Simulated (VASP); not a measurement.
# Sn (I4_1/amd) in VASP: single point with PBEsol

Aim: the single point of Sn with PBEsol.

Program: VASP 6.6.1. These are calculated values, not measurements. Logs are shortened: lines on timing, memory, paths and dates and some standing lists are left out, and cuts for length are marked.

## Step 1: The structure

The structure is tetragonal, space group I4_1/amd (No. 141). Conventional cell: a = 5.838 Å, b = 5.838 Å, c = 3.153 Å, α = 90.00°, β = 90.00°, γ = 90.00°. Sn (site symmetry -4m2) is surrounded by 6 Sn at 3.02 to 3.15 Å.

## Step 2: Single point, PBEsol

INCAR reads:

```
SYSTEM = Sn
PREC     = Accurate       ! precision mode
ENCUT    = 520            ! plane-wave cutoff, eV
EDIFF    = 1E-7           ! SCF threshold, eV
ISMEAR   = 0              ! smearing method
SIGMA    = 0.1            ! smearing width, eV
LREAL    = .FALSE.        ! projectors in reciprocal space
LASPH    = .TRUE.         ! aspherical terms in the spheres
NELM     = 100            ! most SCF steps
ALGO     = Fast           ! electronic algorithm
ISIF     = 2              ! what is computed and relaxed
LWAVE    = .FALSE.        ! write WAVECAR
LCHARG   = .FALSE.        ! write CHGCAR
GGA      = PS             ! functional
NBANDS   = 21             ! bands
```

KPOINTS reads:

```
Automatic mesh
0
G
  16 16 16
  0 0 0
```

POSCAR reads:

```
Sn
1.0
   -2.9188892204      2.9188892204      1.5763088254
    2.9188892204     -2.9188892204      1.5763088254
    2.9188892204      2.9188892204     -1.5763088254
Sn
2
Direct
    0.0000000000      0.0000000000      0.0000000000
    0.7500000000      0.2500000000      0.5000000000
```

Potentials or basis: VASP PAW PBE potentials, release 64 (Sn_d).

Started as:

```sh
cat potpaw_PBE.64/Sn_d/POTCAR > POTCAR
mpirun -np 1 vasp_std > vasp.out
```

OUTCAR:

```text
SYSTEM = Sn
   PREC = Accurate
   ENCUT = 520
   EDIFF = 1E-7
   ISMEAR = 0
   LREAL = .FALSE.
   LASPH = .TRUE.
   NELM = 100
   ISIF = 2
   GGA = PS

 ion  position               nearest neighbor table
   1  0.000  0.000  0.000-   2 3.02   2 3.02   2 3.02   2 3.02   2 3.76   2 3.76   2 3.76   2 3.76

   2  0.750  0.250  0.500-   1 3.02   1 3.02   1 3.02   1 3.02   1 3.76   1 3.76   1 3.76   1 3.76

  LATTYP: Found a body centered tetragonal cell.
 ALAT       =     5.8377784408
 C/A-ratio  =     0.5400372218

  Lattice vectors:

 A1 = (  -2.9188892204,   2.9188892204,   1.5763088254)
 A2 = (   2.9188892204,  -2.9188892204,   1.5763088254)
 A3 = (   2.9188892204,   2.9188892204,  -1.5763088254)

Analysis of symmetry for initial positions (statically):
=====================================================================
 Subroutine PRICEL returns:
 Original cell was already a primitive cell.

 Routine SETGRP: Setting up the symmetry group for a
 body centered tetragonal supercell.

 Subroutine GETGRP returns: Found 16 space group operations
 (whereof  8 operations were pure point group operations)
 out of a pool of 16 trial point group operations.

The static configuration has the point symmetry D_2d.
 The point group associated with its full space group is D_4h.

Analysis of symmetry for dynamics (positions and initial velocities):
=====================================================================
 Subroutine PRICEL returns:
 Original cell was already a primitive cell.

 Routine SETGRP: Setting up the symmetry group for a
 body centered tetragonal supercell.

 Subroutine GETGRP returns: Found 16 space group operations
 (whereof  8 operations were pure point group operations)
 out of a pool of 16 trial point group operations.

The dynamic configuration has the point symmetry D_2d.
 The point group associated with its full space group is D_4h.

 Subroutine INISYM returns: Found 16 space group operations
 (whereof  8 operations are pure point group operations),
 and found     1 'primitive' translations

----------------------------------------------------------------------------------------

                                     Primitive cell

  volume of cell :      53.7201

  direct lattice vectors                    reciprocal lattice vectors
    -2.918889220  2.918889220  1.576308825     0.000000000  0.171298039  0.317196727
     2.918889220 -2.918889220  1.576308825     0.171298039  0.000000000  0.317196727
     2.918889220  2.918889220 -1.576308825     0.171298039  0.171298039  0.000000000

  length of vectors
     4.418662476  4.418662476  4.418662476     0.360495190  0.360495190  0.242252010

  position of ions in fractional coordinates (direct lattice)
     0.000000000  0.000000000  0.000000000
     0.750000000  0.250000000  0.500000000

  ion indices of the primitive-cell ions
   primitive index   ion index
                 1           1
                 2           2

----------------------------------------------------------------------------------------

 KPOINTS: Automatic mesh

Automatic generation of k-mesh.
 Grid dimensions read from file:
 generate k-points for:   16   16   16

 Generating k-lattice:

  Cartesian coordinates                     Fractional coordinates (reciprocal lattice)
     0.000000000  0.010706127  0.019824795     0.062500000 -0.000000000  0.000000000
     0.010706127  0.000000000  0.019824795    -0.000000000  0.062500000  0.000000000
     0.010706127  0.010706127  0.000000000     0.000000000  0.000000000  0.062500000

  Length of vectors
     0.022530949  0.022530949  0.015140751

  Shift w.r.t. Gamma in fractional coordinates (k-lattice)
     0.000000000  0.000000000  0.000000000

 Subroutine IBZKPT returns following result:
 ===========================================

 Found    349 irreducible k-points:

 Following reciprocal coordinates:
            Coordinates               Weight
  0.000000  0.000000  0.000000      1.000000
  0.062500  0.000000 -0.000000      8.000000
  0.125000  0.000000 -0.000000      8.000000
  0.187500  0.000000 -0.000000      8.000000
  0.250000  0.000000 -0.000000      8.000000
  0.312500  0.000000 -0.000000      8.000000
[... 16 lines left out ...]
 -0.125000  0.062500  0.000000     16.000000
 -0.062500  0.062500  0.000000      4.000000
 [... further k-points ...]
   k-points           NKPTS =    349   k-points in BZ     NKDIM =    349   number of bands    NBANDS=     21
   number of dos      NEDOS =    301   number of ions     NIONS =      2
   total plane-waves  NPLWV =  46656
   dimension x,y,z NGX =    36 NGY =   36 NGZ =   36
   dimension x,y,z NGXF=    72 NGYF=   72 NGZF=   72
   ions per type =               2
   NGX,Y,Z   is equivalent  to a cutoff of  13.54, 13.54, 13.54 a.u.
   NGXF,Y,Z  is equivalent  to a cutoff of  27.09, 27.09, 27.09 a.u.
 SYSTEM =  Sn
   PREC   = accura    normal or accurate (medium, high low for compatibility)
   ISTART =      0    job   : 0-new  1-cont  2-samecut
   ICHARG =      2    charge: 1-file 2-atom 10-const
   ISPIN  =      1    spin polarized calculation?
   LNONCOLLINEAR =      F non collinear calculations
   LSORBIT =      F    spin-orbit coupling
   LASPH  =      T    aspherical Exc in radial PAW
   ENCUT  =  520.0 eV  38.22 Ry    6.18 a.u.   8.22  8.22  8.22*2*pi/ulx,y,z
   NELM   =    100;   NELMIN=  2; NELMDL= -5     # of ELM steps
   EDIFF  = 0.1E-06   stopping-criterion for ELM
   LREAL  =      F    real-space projection
   EDIFFG = 0.1E-05   stopping-criterion for IOM
   NSW    =      0    number of steps for IOM
   IBRION =     -1    ionic relax: 0-MD 1-quasi-New 2-CG
   NFREE  =      0    steps in history (QN), initial steepest desc. (CG)
   ISIF   =      2    stress and relaxation
   ISYM   =      2    0-nonsym 1-usesym 2-fastsym
   POTIM  = 0.5000    time-step for ionic-motion
   TEBEG  =    0.0;   TEEND  =   0.0 temperature during run
   PSTRESS=    0.0 pullay stress
   NELECT =      28.0000    total number of electrons
   NUPDOWN=      -1.0000    fix difference up-down
   EMIN   =  10.00;   EMAX   =-10.00  energy-range for DOS
   EFERMI =   0.00;   METHOD = LEGACY
   ISMEAR =     0;   SIGMA  =   0.10  broadening in eV -4-tet -1-fermi 0-gaus
   EFERMI_NEDOS =   21; number of points for ismear=-14 and -15
   IALGO  =     68    algorithm
   IMIX   =      4    mixing-type and parameters
     AMIX     =   0.40;   BMIX     =  1.00
     AMIX_MAG =   1.60;   BMIX_MAG =  1.00
  volume/ion in A,a.u.               =      26.86       181.26
  Fermi-wavevector in a.u.,A,eV,Ry     =   1.317494  2.489703 23.616865  1.735791
  Thomas-Fermi vector in A             =   2.447531
   LORBIT       =      0    0 simple, 1 ext, 2 COOP (PROOUT), +10 PAW based schemes
   GGA     = PS    functional components
   LHFCALC =     F    Hartree Fock is set to
   AEXX    =    0.0000 exact exchange contribution
   IVDW    =     0    specifies the selected vdW correction
   LEPSILON=     F    determine dielectric tensor
   LRPA    =     F    only Hartree local field effects (RPA)
 non-spin polarized calculation
 RMM-DIIS sequential band-by-band and
 Gauss-broadening in eV      SIGMA  =   0.10
  energy-cutoff  :      520.00
  volume of cell :       53.72
 maximum number of plane-waves:      1465
 NGX is ok and might be reduce to    36
   NGX = 17   NGY = 17   NGZ = 17

 number of electron      28.0000002 magnetization

 Free energy of the ion-electron system (eV)
  ---------------------------------------------------
  ext. energy  EPLUGINS =         0.00000000
  ---------------------------------------------------
  free energy    TOTEN  =        -8.52515254 eV

  energy without entropy =       -8.52056720  energy(sigma->0) =       -8.52285987

 E-fermi :   7.9468     XC(G=0): -10.4999

 val. band max:        7.9435425741   @ k =   0.1875   0.0625   0.0000
 cond. band min:       7.9704330463   @ k =   0.4375   0.3750  -0.0000
 fundamental gap:      0.0268904722
 Fermi energy:         7.9468453065

 k-point     1 :       0.0000    0.0000    0.0000
  band No.  band energies     occupation
      1     -13.6203      2.00000
      2     -13.5420      2.00000
      3     -13.4915      2.00000
      4     -13.4865      2.00000
      5     -13.3195      2.00000
      6     -13.3195      2.00000
[... 13 lines left out ...]
     20      17.7719      0.00000
     21      18.4655      0.00000

 k-point     2 :       0.0625    0.0000   -0.0000
  band No.  band energies     occupation
      1     -13.6178      2.00000
      2     -13.5332      2.00000
      3     -13.4885      2.00000
      4     -13.4761      2.00000
      5     -13.3262      2.00000
      6     -13.3256      2.00000
[... 13 lines left out ...]
     20      17.7077      0.00000
     21      17.9438      0.00000

 k-point     3 :       0.1250    0.0000   -0.0000
  band No.  band energies     occupation
      1     -13.6101      2.00000
      2     -13.5087      2.00000
      3     -13.4799      2.00000
      4     -13.4484      2.00000
      5     -13.3417      2.00000
      6     -13.3360      2.00000
[... 13 lines left out ...]
     20      16.7264      0.00000
     21      16.7940      0.00000

 k-point     4 :       0.1875    0.0000   -0.0000
  band No.  band energies     occupation
      1     -13.5977      2.00000
      2     -13.4753      2.00000
      3     -13.4671      2.00000
      4     -13.4159      2.00000
      5     -13.3615      2.00000
      6     -13.3391      2.00000
[... 13 lines left out ...]
     20      15.8438      0.00000
     21      16.3302      0.00000

 k-point     5 :       0.2500    0.0000   -0.0000
  band No.  band energies     occupation
      1     -13.5827      2.00000
      2     -13.4527      2.00000
      3     -13.4457      2.00000
      4     -13.4025      2.00000
      5     -13.3815      2.00000
      6     -13.3376      2.00000
[... 13 lines left out ...]
     20      15.1656      0.00000
     21      16.5560      0.00000

 k-point     6 :       0.3125    0.0000   -0.0000
  band No.  band energies     occupation
      1     -13.5680      2.00000
      2     -13.4430      2.00000
      3     -13.4315      2.00000
      4     -13.4140      2.00000
      5     -13.3945      2.00000
      6     -13.3518      2.00000
[... 13 lines left out ...]
     20      14.6996      0.00000
     21      17.1476      0.00000

 k-point     7 :       0.3750    0.0000   -0.0000
  band No.  band energies     occupation
      1     -13.5557      2.00000
      2     -13.4455      2.00000
      3     -13.4415      2.00000
      4     -13.4192      2.00000
      5     -13.3925      2.00000
      6     -13.3642      2.00000
[... 13 lines left out ...]
     20      15.2294      0.00000
     21      17.9054      0.00000
[... 291 lines left out ...]
      1     -13.5716      2.00000
      2     -13.4511      2.00000
      3     -13.4437      2.00000
      4     -13.4179      2.00000
      5     -13.3762      2.00000
      6     -13.3426      2.00000
[... 13 lines left out ...]
     20      15.5925      0.00000
     21      16.4086      0.00000

 k-point    21 :      -0.2500    0.0625    0.0000
  band No.  band energies     occupation
      1     -13.5870      2.00000
      2     -13.4790      2.00000
      3     -13.4581      2.00000
      4     -13.4283      2.00000
      5     -13.3589      2.00000
      6     -13.3328      2.00000
[... 13 lines left out ...]
     20      16.1686      0.00000
     21      16.3234      0.00000

 k-point    22 :      -0.1875    0.0625    0.0000
  band No.  band energies     occupation
      1     -13.6010      2.00000
      2     -13.5108      2.00000
      3     -13.4723      2.00000
      4     -13.4559      2.00000
      5     -13.3411      2.00000
      6     -13.3295      2.00000
[... 13 lines left out ...]
     20      16.7938      0.00000
     21      17.0853      0.00000

 k-point    23 :      -0.1250    0.0625    0.0000
  band No.  band energies     occupation
      1     -13.6112      2.00000
      2     -13.5343      2.00000
      3     -13.4831      2.00000
      4     -13.4802      2.00000
      5     -13.3276      2.00000
      6     -13.3219      2.00000
[... 13 lines left out ...]
     20      17.8114      0.00000
     21      18.0596      0.00000

 k-point    24 :      -0.0625    0.0625    0.0000
  band No.  band energies     occupation
      1     -13.6169      2.00000
      2     -13.5425      2.00000
      3     -13.4888      2.00000
      4     -13.4883      2.00000
      5     -13.3210      2.00000
      6     -13.3177      2.00000
[... 13 lines left out ...]
     20      18.0181      0.00000
     21      18.4979      0.00000

 [... further k-points ...]

------------------------ aborting loop because EDIFF is reached ----------------------------------------

  FORCE on cell =-STRESS in cart. coord.  units (eV):
  Direction    XX          YY          ZZ          XY          YZ          ZX
  --------------------------------------------------------------------------------------
  -------------------------------------------------------------------------------------
  Total       -0.0059892     -0.0059892     -0.0246675      0.0000000     -0.0000000      0.0000000
  in kB       -0.1786246     -0.1786246     -0.7356988      0.0000000     -0.0000000      0.0000000
  external PRESSURE =      -0.3643160 kB  Pullay stress =       0.0000000 kB

 VOLUME and BASIS-vectors are now :
 -----------------------------------------------------------------------------
  energy-cutoff  :      520.00
  volume of cell :       53.72
      direct lattice vectors                 reciprocal lattice vectors
    -2.918889220  2.918889220  1.576308825     0.000000000  0.171298039  0.317196727
     2.918889220 -2.918889220  1.576308825     0.171298039  0.000000000  0.317196727
     2.918889220  2.918889220 -1.576308825     0.171298039  0.171298039  0.000000000

 POSITION                                       TOTAL-FORCE (eV/Angst)
 -----------------------------------------------------------------------------------
      0.00000      0.00000      0.00000         0.000000     -0.000000      0.000000
      0.00000      2.91889      0.78815        -0.000000      0.000000     -0.000000
 -----------------------------------------------------------------------------------
    total drift:                               -0.000000      0.000000     -0.000000

  FREE ENERGIE OF THE ION-ELECTRON SYSTEM (eV)
  ---------------------------------------------------
  free  energy   TOTEN  =        -8.5251525437 eV

  energy  without entropy=       -8.5205671984  energy(sigma->0) =       -8.52285987
```

Run time: 7.5 min. Hardware: 1 thread of Intel Xeon Platinum 8488C (Sapphire Rapids), shared host; peak memory 0.43 GiB.

Results:

```yaml
Free_energy: -8.5252 eV
Pressure: 0.0 GPa
Band_gap_on_the_k_mesh: none (metal or under the smearing width)
```

Caveat: the PAW data sets were made with another functional, which shifts forces and pressure a little.
